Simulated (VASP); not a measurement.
**In under changes of volume**

One of the cells (26.029 Å³/atom); the others are scaled copies at fixed shape and fractional positions:

```
In
1.0
     3.21417    0.00000    0.00000
    -1.60708    2.78355    0.00000
     0.00000    0.00000    5.81852
In
2
Cartesian
  1.6071 0.9279 4.3639
  0.0000 1.8557 1.4546
```

This isn't the form of In at room conditions, which is tetragonal.

```yaml
Program: VASP 6.6.1
Functional: PBEsol
Potentials_or_basis: VASP PAW PBE potentials, release 64 (In_d)
Cutoff: 520 eV
k_mesh: 8 × 8 × 4
Occupations: fermi-dirac, width 0.05 eV
Spin: no spin polarisation
```

```csv
volume (Å³/atom),energy over the lowest point (meV/atom),pressure (GPa)
24.987,6.60,1.9
25.508,1.75,0.9
26.029,0.00,0.0
26.549,?,?
27.070,4.66,-1.6
```

**Question.** What does the run at 26.549 Å³/atom give?

**Answer.** Energy over the lowest point 1.08 meV/atom; pressure -0.9 GPa.

Worked out: A Birch-Murnaghan fit of order 2 (a polynomial in V^(-2/3)) to the other rows has its minimum at 26.08 Å³/atom with B0 = V·E''(V) = 43 GPa at fixed shape and positions, which overstates the stiffness. It gives 1.06 meV/atom at 26.549 Å³/atom, against the run's 1.08, and -dE/dV = -0.7 GPa, against -0.9.

Energies are extrapolated to zero smearing.

Caveats: the PAW data sets were made with another functional, which shifts forces and pressure a little.
